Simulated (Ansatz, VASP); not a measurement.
Two plane-wave programs on Te

```
CELL_PARAMETERS angstrom
4.44693 0.00000 0.00000
-2.22346 3.85115 0.00000
0.00000 0.00000 5.91492
ATOMIC_POSITIONS crystal
Te 0.26900 0.00000 0.16667
Te 0.00000 0.26900 0.83333
Te 0.73100 0.73100 0.50000
```

Alike in both runs: task single point; functional PBE; k mesh 9 × 9 × 6; occupations gaussian, width 0.01 eV; no spin polarisation.

```csv
,VASP,Ansatz
version,VASP 6.6.1,Ansatz 0.2.0
potentials or method,"VASP PAW PBE potentials, release 64 (Te)","scalar-relativistic, plane waves, PAW"
plane-wave cutoff (eV),520,420
valence electrons in the cell,18,48
```

```tsv
	VASP	Ansatz	Ansatz less VASP
gap on the k mesh at the Fermi level (eV)	0.17	0.19	+0.021
least direct gap on the mesh (eV)	0.17	0.19	+0.021
pressure (GPa)	1.7	1.7	-0.01
largest component of the traceless stress (GPa)	0.36	0.34	-0.016
rms of the force components (eV/Å)	0.108	0.101	-0.0073
```

Atom by atom the forces differ by 0.007 eV/Å (rms over components). The two sets of potentials don't hold the same shells in valence.

Caveats: spin-orbit coupling is left out, which moves the levels of the heavy elements; an odd mesh through Γ misses points on the zone boundary, where band edges often lie.
